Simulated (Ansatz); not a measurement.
Rock-salt LiI, treated with HSE06-D3(BJ) (PAW; Ansatz, a program for electronic structure).

Numerical settings: plane-wave cutoff 460 eV, 8×8×8 k mesh, Fermi–Dirac smearing 0.01 eV, scalar-relativistic PAW data made under PBE.

The cell is scaled about its equilibrium volume:

```
V (Å³/atom)  P (GPa)  direct gap at Γ (eV)  smallest gap on the k mesh (eV)
-----------  -------  --------------------  -------------------------------
23.167          1.51                 6.070                            5.324
23.776          0.70                 5.927                            5.325
24.116          0.30                 5.851                            5.326
24.386          0.00                 5.794                            5.326
24.996         -0.61                 5.669                            5.325
25.831         -1.33                 5.513                            5.322
```

The fundamental gap (5.32 eV at the equilibrium volume, with added k points) lies elsewhere than Γ–Γ.

Spin–orbit coupling is not included; with these elements it can move the gap by several tenths of an eV or more.
